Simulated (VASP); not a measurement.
# Yb (Im-3m) in VASP: notebook

The runs below take Yb through single point, with PBE.

All numbers are computed with VASP 6.6.1; they aren't measurements. Logs are shortened: lines on timing, memory, paths and dates and some standing lists are left out, and cuts for length are marked.

### 1 The crystal as given

Symmetry: Im-3m, No. 229, cubic system. Conventional cell: a = 4.357 Å, b = 4.357 Å, c = 4.357 Å, α = 90.00°, β = 90.00°, γ = 90.00°. Around Yb (site symmetry m-3m) lie 8 Yb at 3.77 Å.

The cell was built by a generator and needn't be a form met in nature.

### 2 Single point, PBE

The input, INCAR:

```
SYSTEM = Yb
PREC = Accurate
ENCUT = 520
EDIFF = 1E-7
ISMEAR = 0
SIGMA = 0.05
LREAL = .False.
LASPH = .True.
NELM = 100
ALGO = Normal
ISIF = 2
LWAVE = .False.
LCHARG = .False.
GGA = PE
NBANDS = 18
```

The input, KPOINTS:

```
Automatic mesh
0
Gamma
  14 14 14
  0 0 0
```

The input, POSCAR:

```
Yb
1.0
   -2.1787081677      2.1787081677      2.1787081677
    2.1787081677     -2.1787081677      2.1787081677
    2.1787081677      2.1787081677     -2.1787081677
Yb
1
Direct
    0.0000000000      0.0000000000      0.0000000000
```

Potentials or basis: VASP PAW PBE potentials, release 64 (Yb).

Started as:

```bash
> cat potpaw_PBE.64/Yb/POTCAR > POTCAR
> mpirun -np 1 vasp_std > vasp.out
```

OUTCAR:

```text
SYSTEM = Yb
   PREC = Accurate
   ENCUT = 520
   EDIFF = 1E-7
   ISMEAR = 0
   LREAL = .False.
   LASPH = .True.
   NELM = 100
   ISIF = 2
   GGA = PE

 ion  position               nearest neighbor table
   1  0.000  0.000  0.000-

  LATTYP: Found a body centered cubic cell.
 ALAT       =     4.3574163354

  Lattice vectors:

 A1 = (  -2.1787081677,   2.1787081677,   2.1787081677)
 A2 = (   2.1787081677,  -2.1787081677,   2.1787081677)
 A3 = (   2.1787081677,   2.1787081677,  -2.1787081677)

Analysis of symmetry for initial positions (statically):
=====================================================================
 Subroutine PRICEL returns:
 Original cell was already a primitive cell.

 Routine SETGRP: Setting up the symmetry group for a
 body centered cubic supercell.

 Subroutine GETGRP returns: Found 48 space group operations
 (whereof 48 operations were pure point group operations)
 out of a pool of 48 trial point group operations.

The static configuration has the point symmetry O_h .

Analysis of symmetry for dynamics (positions and initial velocities):
=====================================================================
 Subroutine PRICEL returns:
 Original cell was already a primitive cell.

 Routine SETGRP: Setting up the symmetry group for a
 body centered cubic supercell.

 Subroutine GETGRP returns: Found 48 space group operations
 (whereof 48 operations were pure point group operations)
 out of a pool of 48 trial point group operations.

The dynamic configuration has the point symmetry O_h .

 Subroutine INISYM returns: Found 48 space group operations
 (whereof 48 operations are pure point group operations),
 and found     1 'primitive' translations

----------------------------------------------------------------------------------------

                                     Primitive cell

  volume of cell :      41.3673

  direct lattice vectors                    reciprocal lattice vectors
    -2.178708168  2.178708168  2.178708168     0.000000000  0.229493792  0.229493792
     2.178708168 -2.178708168  2.178708168     0.229493792  0.000000000  0.229493792
     2.178708168  2.178708168 -2.178708168     0.229493792  0.229493792  0.000000000

  length of vectors
     3.773633241  3.773633241  3.773633241     0.324553234  0.324553234  0.324553234

  position of ions in fractional coordinates (direct lattice)
     0.000000000  0.000000000  0.000000000

  ion indices of the primitive-cell ions
[... 71 lines left out ...]
   LASPH  =      T    aspherical Exc in radial PAW
   ENCUT  =  520.0 eV  38.22 Ry    6.18 a.u.   7.02  7.02  7.02*2*pi/ulx,y,z
   NELM   =    100;   NELMIN=  2; NELMDL= -5     # of ELM steps
   EDIFF  = 0.1E-06   stopping-criterion for ELM
   LREAL  =      F    real-space projection
   EDIFFG = 0.1E-05   stopping-criterion for IOM
   NSW    =      0    number of steps for IOM
   IBRION =     -1    ionic relax: 0-MD 1-quasi-New 2-CG
   NFREE  =      0    steps in history (QN), initial steepest desc. (CG)
   ISIF   =      2    stress and relaxation
   ISYM   =      2    0-nonsym 1-usesym 2-fastsym
   POTIM  = 0.5000    time-step for ionic-motion
   TEBEG  =    0.0;   TEEND  =   0.0 temperature during run
   PSTRESS=    0.0 pullay stress
   NELECT =      24.0000    total number of electrons
   NUPDOWN=      -1.0000    fix difference up-down
   EMIN   =  10.00;   EMAX   =-10.00  energy-range for DOS
   EFERMI =   0.00;   METHOD = LEGACY
   ISMEAR =     0;   SIGMA  =   0.05  broadening in eV -4-tet -1-fermi 0-gaus
   EFERMI_NEDOS =   21; number of points for ismear=-14 and -15
   IALGO  =     38    algorithm
   IMIX   =      4    mixing-type and parameters
     AMIX     =   0.40;   BMIX     =  1.00
     AMIX_MAG =   1.60;   BMIX_MAG =  1.00
  volume/ion in A,a.u.               =      41.37       279.16
  Fermi-wavevector in a.u.,A,eV,Ry     =   1.365399  2.580230 25.365531  1.864314
  Thomas-Fermi vector in A             =   2.491631
   LORBIT       =      0    0 simple, 1 ext, 2 COOP (PROOUT), +10 PAW based schemes
   GGA     = PE    functional components
   LHFCALC =     F    Hartree Fock is set to
   AEXX    =    0.0000 exact exchange contribution
   IVDW    =     0    specifies the selected vdW correction
   LEPSILON=     F    determine dielectric tensor
   LRPA    =     F    only Hartree local field effects (RPA)
 non-spin polarized calculation
 Gauss-broadening in eV      SIGMA  =   0.05
  energy-cutoff  :      520.00
  volume of cell :       41.37
 maximum number of plane-waves:      1144
   NGX = 13   NGY = 13   NGZ = 13

 number of electron      23.9999985 magnetization

 Free energy of the ion-electron system (eV)
  ---------------------------------------------------
  ext. energy  EPLUGINS =         0.00000000
  ---------------------------------------------------
  free energy    TOTEN  =        -3.50995436 eV

  energy without entropy =       -3.50906912  energy(sigma->0) =       -3.50951174

 E-fermi :   1.1531     XC(G=0):  -8.8442

 val. band max:        1.1365610828   @ k =   0.5000   0.5000   0.2857
 cond. band min:       1.1551968567   @ k =  -0.4286  -0.4286   0.2857
 fundamental gap:      0.0186357739
 Fermi energy:         1.1531240476

 k-point     1 :       0.0000    0.0000    0.0000
  band No.  band energies     occupation
      1     -50.6622      2.00000
      2     -22.9261      2.00000
      3     -22.9261      2.00000
      4     -22.9261      2.00000
      5      -3.6854      2.00000
      6       0.7920      2.00000
[... 481 lines left out ...]
      5       0.6455      2.00000
      6       0.8026      2.00000
[... 10 lines left out ...]
     17       6.0499      0.00000
     18       8.6320      0.00000

 [... further k-points ...]

------------------------ aborting loop because EDIFF is reached ----------------------------------------

  FORCE on cell =-STRESS in cart. coord.  units (eV):
  Direction    XX          YY          ZZ          XY          YZ          ZX
  --------------------------------------------------------------------------------------
  -------------------------------------------------------------------------------------
  Total       -0.6705207     -0.6705207     -0.6705207     -0.0000000      0.0000000      0.0000000
  in kB      -25.9696215    -25.9696215    -25.9696215     -0.0000000      0.0000000      0.0000000
  external PRESSURE =     -25.9696215 kB  Pullay stress =       0.0000000 kB

 VOLUME and BASIS-vectors are now :
 -----------------------------------------------------------------------------
  energy-cutoff  :      520.00
  volume of cell :       41.37
      direct lattice vectors                 reciprocal lattice vectors
    -2.178708168  2.178708168  2.178708168     0.000000000  0.229493792  0.229493792
     2.178708168 -2.178708168  2.178708168     0.229493792  0.000000000  0.229493792
     2.178708168  2.178708168 -2.178708168     0.229493792  0.229493792  0.000000000

 POSITION                                       TOTAL-FORCE (eV/Angst)
 -----------------------------------------------------------------------------------
      0.00000      0.00000      0.00000        -0.000000      0.000000     -0.000000
 -----------------------------------------------------------------------------------
    total drift:                               -0.000000     -0.000000     -0.000000

  FREE ENERGIE OF THE ION-ELECTRON SYSTEM (eV)
  ---------------------------------------------------
  free  energy   TOTEN  =        -3.5099543592 eV

  energy  without entropy=       -3.5090691200  energy(sigma->0) =       -3.50951174
```

OSZICAR:

```text
N       E                     dE             d eps       ncg     rms          rms(c)
DAV:   1     0.123354196488E+03    0.12335E+03   -0.85854E+03  4736   0.887E+03
[... 19 lines left out ...]
DAV:  21    -0.351114740521E+01    0.14189E-02   -0.75147E-04  6306   0.846E-01    0.440E-01
DAV:  22    -0.351025548275E+01    0.89192E-03   -0.85543E-04  5664   0.959E-01    0.245E-01
DAV:  23    -0.350999146719E+01    0.26402E-03   -0.44400E-04  6460   0.665E-01    0.103E-01
DAV:  24    -0.350995334238E+01    0.38125E-04   -0.12705E-04  6688   0.352E-01    0.371E-02
DAV:  25    -0.350995414580E+01   -0.80343E-06   -0.12445E-05  6302   0.377E-02    0.749E-03
DAV:  26    -0.350995429799E+01   -0.15219E-06   -0.85782E-07  6656   0.112E-02    0.426E-03
DAV:  27    -0.350995435917E+01   -0.61180E-07   -0.12787E-07  2672   0.131E-02
   1 F= -.35099544E+01 E0= -.35095117E+01  d E =-.885239E-03
```

stdout:

```text
POSCAR found type information on POSCAR Yb
 POSCAR found :  1 types and       1 ions
 scaLAPACK will be used
 LDA part: xc-table for (Slater+PW92), standard interpolation
 POSCAR, INCAR and KPOINTS ok, starting setup
 FFT: planning ... GRIDC
 FFT: planning ... GRID_SOFT
 FFT: planning ... GRID
 WAVECAR not read
 entering main loop
```

Wall time 80 s (1 thread of Intel Xeon Platinum 8559C (Emerald Rapids), shared host); peak memory 0.23 GiB.

Results:

- Free energy: -3.5100 eV
- Pressure: -2.6 GPa
- Band gap on the k mesh: none (metal or under the smearing width)

Levels at points of the mesh, in eV from the Fermi level:
| k point | band 9 | band 10 | band 11 | band 12 | band 13 | band 14 | band 15 | band 16 |
| --- | --- | --- | --- | --- | --- | --- | --- | --- |
| (0.00, 0.00, 0.00) | -0.26 | -0.26 | -0.26 | -0.25 | 2.77 | 2.77 | 2.77 | 4.44 |
| (0.50, 0.00, 0.00) | -0.29 | -0.28 | -0.27 | -0.26 | 0.32 | 1.35 | 4.09 | 5.05 |
| (0.50, 0.50, 0.50) | -0.26 | -0.26 | -0.26 | -0.26 | -0.26 | 4.42 | 4.42 | 4.42 |

### 3 Single point, PBE

This run uses another cell than the first one, of 40.67 Å³/atom, 0.983 times its volume.

The input, INCAR:

```
SYSTEM = Yb
PREC     = Accurate       ! precision mode
ENCUT    = 520            ! plane-wave cutoff, eV
EDIFF    = 1E-7           ! SCF threshold, eV
ISMEAR   = 0              ! smearing method
SIGMA    = 0.05           ! smearing width, eV
LREAL    = .FALSE.        ! projectors in reciprocal space
LASPH    = .TRUE.         ! aspherical terms in the spheres
NELM     = 100            ! most SCF steps
ALGO     = Normal         ! electronic algorithm
ISIF     = 2              ! what is computed and relaxed
LWAVE    = .FALSE.        ! write WAVECAR
LCHARG   = .FALSE.        ! write CHGCAR
GGA      = PE             ! functional
NBANDS   = 18             ! bands
```

The input, KPOINTS:

```
Automatic mesh
0
G
  14 14 14
  0 0 0
```

The input, POSCAR:

```
Yb
1.0
   -2.1663820077      2.1663820077      2.1663820077
    2.1663820077     -2.1663820077      2.1663820077
    2.1663820077      2.1663820077     -2.1663820077
Yb
1
Direct
    0.0000000000      0.0000000000      0.0000000000
```

Potentials or basis: VASP PAW PBE potentials, release 64 (Yb).

Started as:

```bash
> cat potpaw_PBE.64/Yb/POTCAR > POTCAR
> mpirun -np 1 vasp_std > vasp.out
```

OUTCAR:

```text
SYSTEM = Yb
   PREC = Accurate
   ENCUT = 520
   EDIFF = 1E-7
   ISMEAR = 0
   LREAL = .FALSE.
   LASPH = .TRUE.
   NELM = 100
   ISIF = 2
   GGA = PE

 ion  position               nearest neighbor table
   1  0.000  0.000  0.000-

  LATTYP: Found a body centered cubic cell.
 ALAT       =     4.3327640154

  Lattice vectors:

 A1 = (  -2.1663820077,   2.1663820077,   2.1663820077)
 A2 = (   2.1663820077,  -2.1663820077,   2.1663820077)
 A3 = (   2.1663820077,   2.1663820077,  -2.1663820077)
[... 683 lines left out ...]
     18       8.7901      0.00000

 [... further k-points ...]

------------------------ aborting loop because EDIFF is reached ----------------------------------------

  FORCE on cell =-STRESS in cart. coord.  units (eV):
  Direction    XX          YY          ZZ          XY          YZ          ZX
  --------------------------------------------------------------------------------------
  -------------------------------------------------------------------------------------
  Total       -0.6289545     -0.6289545     -0.6289545      0.0000000      0.0000000      0.0000000
  in kB      -24.7779097    -24.7779097    -24.7779097      0.0000000      0.0000000      0.0000000
  external PRESSURE =     -24.7779097 kB  Pullay stress =       0.0000000 kB

 VOLUME and BASIS-vectors are now :
 -----------------------------------------------------------------------------
  energy-cutoff  :      520.00
  volume of cell :       40.67
      direct lattice vectors                 reciprocal lattice vectors
    -2.166382008  2.166382008  2.166382008     0.000000000  0.230799553  0.230799553
     2.166382008 -2.166382008  2.166382008     0.230799553  0.000000000  0.230799553
     2.166382008  2.166382008 -2.166382008     0.230799553  0.230799553  0.000000000

 POSITION                                       TOTAL-FORCE (eV/Angst)
 -----------------------------------------------------------------------------------
      0.00000      0.00000      0.00000         0.000000     -0.000000     -0.000000
 -----------------------------------------------------------------------------------
    total drift:                               -0.000000     -0.000000     -0.000000

  FREE ENERGIE OF THE ION-ELECTRON SYSTEM (eV)
  ---------------------------------------------------
  free  energy   TOTEN  =        -3.5215056181 eV

  energy  without entropy=       -3.5206270567  energy(sigma->0) =       -3.52106634
```

stdout:

```text
POSCAR found type information on POSCAR Yb
 POSCAR found :  1 types and       1 ions
 scaLAPACK will be used
 LDA part: xc-table for (Slater+PW92), standard interpolation
 POSCAR, INCAR and KPOINTS ok, starting setup
 FFT: planning ... GRIDC
 FFT: planning ... GRID_SOFT
 FFT: planning ... GRID
 WAVECAR not read
 entering main loop
```

Wall time 1.8 min (1 thread of Intel Xeon Platinum 8559C (Emerald Rapids), shared host); peak memory 0.23 GiB.

Results:

| Item | Value |
| --- | --- |
| Free energy | -3.5215 eV |
| Pressure | -2.5 GPa |
| Band gap on the k mesh | none (metal or under the smearing width) |
